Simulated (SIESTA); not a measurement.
Runs of SIESTA 5.4.2 on Zr. It takes space group Im-3m (No. 229, cubic). Conventional cell: a = 3.620 Å, b = 3.620 Å, c = 3.620 Å, α = 90.00°, β = 90.00°, γ = 90.00°. Zr (site symmetry m-3m) has 8 Zr at 3.14 Å as nearest neighbours. This isn't the form of Zr at room conditions, which is hcp.

| task | potentials or basis | cell | k mesh | optimiser | force tolerance | gap on the mesh (eV) | pressure (GPa) | relaxed volume (Å³/atom) |
| --- | --- | --- | --- | --- | --- | --- | --- | --- |
| relaxation of cell and atoms | PseudoDojo 0.4 standard (PBE files), SZP (energy shift 0.003 Ry) | relaxed | 7 × 7 × 7 | Broyden | 0.01 eV/Å | none | 0.1 | (a) |
| single point | PseudoDojo 0.4 standard (PBE files), DZP (energy shift 0.003 Ry; two zetas on semicore shells) | as given | 10 × 10 × 10 | - | - | none | (b) | - |
| relaxation of cell and atoms | PseudoDojo 0.4 standard (PBE files), TZP (energy shift 0.003 Ry; two zetas on semicore shells) | relaxed | 7 × 7 × 7 | Broyden | 0.01 eV/Å | none | 0.1 | 23.26 |
| relaxation of cell and atoms | PseudoDojo 0.4 standard (PBE files), TZDP (energy shift 0.003 Ry; two zetas on semicore shells) | relaxed | 7 × 7 × 7 | Broyden | 0.01 eV/Å | none | 0.0 | 23.31 |
| relaxation of cell and atoms | PseudoDojo 0.4 standard (PBE files), SZ (energy shift 0.003 Ry) | relaxed | 7 × 7 × 7 | Broyden | 0.01 eV/Å | none | 0.0 | 21.52 |

Alike in all rows: level PBE; no spin polarisation; smearing fermi-dirac 0.05 eV; grid cutoff 800 Ry; energy shift 0.003 Ry.

Question: Estimate the missing entries.

Answer: (a) 23.78; (b) -2.6.

Caveats: the basis of atomic orbitals isn't converged, which shifts pressures, moduli and gaps; the basis has no polarisation orbitals (some runs).

A k mesh can miss the band edges, and the runs leave out spin-orbit coupling on Zr.

A gap of «none» marks a metal or a gap under the smearing width.
